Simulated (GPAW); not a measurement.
The system is V.

```
V
1.0
    -1.51435    1.51435    1.51435
     1.51435   -1.51435    1.51435
     1.51435    1.51435   -1.51435
V
1
Direct
  0.00000 0.00000 0.00000
```

Program: GPAW 26.7.0. Alike in all runs: cell as given.

Task: Order these runs on this cell by their pressure, lowest first.
A. level LDA; potentials or basis PAW data sets generated in the run's folder for this functional, pw; spin collinear, ferromagnetic start; k mesh 10 × 10 × 10; cutoff (eV) 500; smearing fermi-dirac 0.05 eV; maxiter 120
B. level r2SCAN+D3(BJ)+U; potentials or basis GPAW PAW data sets (gpaw-data 1.2.1), pw; spin collinear, ferromagnetic start; U V d U = 4 eV; k mesh 12 × 12 × 12; cutoff (eV) 600; smearing methfessel-paxton 0.1 eV; maxiter 150; band path GHNGPH,PN; band points 80; smearing order 1
C. level revPBE; potentials or basis the program's PAW data sets (release 1.2.1) made for this functional, pw; spin collinear, ferromagnetic start; k mesh 12 × 12 × 12; cutoff (eV) 600; smearing fermi-dirac 0.05 eV; maxiter 150; band path GHNGPH,PN; band points 80
D. level BP86+U; potentials or basis PAW data sets generated in the run's folder for this functional, pw; spin collinear, random start; U V d U = 3 eV; k mesh 12 × 12 × 12; cutoff (eV) 600; smearing fermi-dirac 0.05 eV; U projector left unscaled no; maxiter 150; band path GHNGPH,PN; band points 60
E. level PBE; potentials or basis GPAW PAW data sets (gpaw-data 1.2.1), pw; spin collinear, ferromagnetic start; k mesh 12 × 12 × 12; cutoff (eV) 600; smearing gaussian 0.016 eV; maxiter 150

Result: A (-16.5 GPa), E (-4.2 GPa), C (-0.9 GPa), D (0.6 GPa), B (38.8 GPa).

Caveats: the U is typed as a test and isn't derived for this compound (some runs); this smearing can pin the Fermi level at a band edge (some runs); a pressure of tens of GPa on the cell as given is suspect, and the run, the potentials or the cell itself is likely at fault (some runs); the PAW data sets were made with another functional, which shifts forces and pressure a little (some runs); pairwise dispersion overbinds metals, which lowers pressure and volume (some runs); the cutoff is short for stress and forces, so pressures can be off by a GPa or more (some runs); so large a pressure means that the cell lies far from this level's equilibrium, or that cutoff or potentials fall short (some runs).

Not every run made on this cell is shown here.
